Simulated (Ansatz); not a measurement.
**HfO2: band gap under strain**

How does strain move the band edges of HfO2 in the database structure, and do the functionals agree on it? States: -1.0 % strain along z alone; +1.0 % strain along z alone; +2.0 % strain along z alone.

The runs shown are made with Ansatz 0.2.0. PAW datasets, plane waves. The values are computed, spin-unpolarised, and not measurements.

**1. The system as given**

The unstrained cell was relaxed with r2SCAN; in each strained cell the atoms were relaxed again with r2SCAN. Names of k-points are those of the unstrained zone, where strain can split equivalent points. First state: -1.0 % strain along z alone.

The symmetry is P2_1/c (No. 14, monoclinic); conventional cell a = 5.114 Å, b = 5.181 Å, c = 5.244 Å, β = 99.5°, 11.42 Å³ an atom. Around Hf lie 7 O at 2.04–2.23 Å; around O lie 4 Hf at 2.13–2.23 Å; around O lie 3 Hf at 2.04–2.14 Å.

Structure file:

```
CELL_PARAMETERS angstrom
5.11386 0.00000 0.00471
0.00000 5.18141 0.00000
-0.87469 0.00000 5.17006
ATOMIC_POSITIONS crystal
Hf 0.27639 0.45854 0.70791
Hf 0.72361 0.95854 0.79209
Hf 0.72361 0.54146 0.29209
Hf 0.27639 0.04146 0.20791
O 0.44751 0.74180 0.98077
O 0.55249 0.24180 0.51923
O 0.55249 0.25820 0.01923
O 0.44751 0.75820 0.48077
O 0.07314 0.34091 0.33711
O 0.92686 0.84091 0.16289
O 0.92686 0.65909 0.66289
O 0.07314 0.15909 0.83711
```

From earlier runs on the unstrained cell: PBE 4.09 eV, r2SCAN 4.60 eV, HSE06 5.69 eV; a = 5.114 Å, b = 5.181 Å, c = 5.295 Å, β = 99.5°.

**2. -1.0 % strain along z alone: PBE**

The input, input.yaml:

```yaml
crystal:
  lattice:
    - [5.1138648531, 0.0, 0.0047114359]
    - [0.0, 5.1814079143, 0.0]
    - [-0.8746903931, 0.0, 5.1700557814]
  atoms:
    - { symbol: Hf, position: [0.2763853157, 0.4585416084, 0.7079111781] }
    - { symbol: Hf, position: [0.7236146843, 0.9585416084, 0.7920888219] }
    - { symbol: Hf, position: [0.7236146843, 0.5414583916, 0.2920888219] }
    - { symbol: Hf, position: [0.2763853157, 0.0414583916, 0.2079111781] }
    - { symbol: O, position: [0.4475075124, 0.7418034766, 0.980774883] }
    - { symbol: O, position: [0.5524924876, 0.2418034766, 0.519225117] }
    - { symbol: O, position: [0.5524924876, 0.2581965234, 0.019225117] }
    - { symbol: O, position: [0.4475075124, 0.7581965234, 0.480774883] }
    - { symbol: O, position: [0.0731421998, 0.3409078095, 0.3371058012] }
    - { symbol: O, position: [0.9268578002, 0.8409078095, 0.1628941988] }
    - { symbol: O, position: [0.9268578002, 0.6590921905, 0.6628941988] }
    - { symbol: O, position: [0.0731421998, 0.1590921905, 0.8371058012] }
kpoints:
  mp_grid: { grid: [6, 6, 6] }
  band_path:
    path:
      - [0.0, 0.0, 0.0]
      - [0.0, 0.5, 0.0]
      - [0.0, 0.5, 0.5]
      - [0.0, 0.0, 0.5]
      - [-0.5, 0.0, 0.5]
      - [-0.5, 0.5, 0.5]
      - [-0.5, 0.5, 0.0]
      - [-0.5, 0.0, 0.0]
    npoints: 1
hamiltonian:
  xc: pbe
scf:
  occupations: { method: fermi_dirac, width: 0.02 }
  n_extra_bands: 7
output:
  forces: true
  stress: true
  eigenvalues: true
  write_density: true
  write_potential: true
  elf: true
  volumetric_format: npy
```

Further steps of the session: -1.0 % strain along z alone: r2SCAN; -1.0 % strain along z alone: HSE06; +1.0 % strain along z alone: PBE; +1.0 % strain along z alone: r2SCAN; +1.0 % strain along z alone: HSE06; +2.0 % strain along z alone: PBE; +2.0 % strain along z alone: r2SCAN; +2.0 % strain along z alone: HSE06.

Before running it: what results should come out?

**Answer**, as computed:

Least gap in eV (negative: overlap), with the change from the unstrained cell in brackets:

```
                      state  volume change (%)           PBE        r2SCAN         HSE06
-1.0 % strain along z alone               -1.0  4.10 (+0.01)  4.61 (+0.01)  5.70 (+0.01)
+1.0 % strain along z alone               +1.0  4.11 (+0.02)  4.61 (+0.01)  5.71 (+0.02)
+2.0 % strain along z alone               +2.0  4.14 (+0.05)  4.65 (+0.05)  5.74 (+0.05)
```

With HSE06, of the states in the table +2.0 % strain along z alone shifts the gap most, by +0.052 eV. PBE and HSE06 differ by 1.60 eV on the unstrained gap, and by at most 0.00 eV on its change: the two disagree on the size of the gap but agree on its response to strain. Spin-orbit coupling is left out of the table, though the cell holds Hf (Z = 72); in an element this heavy it can shift bands and gaps by tenths of an eV.
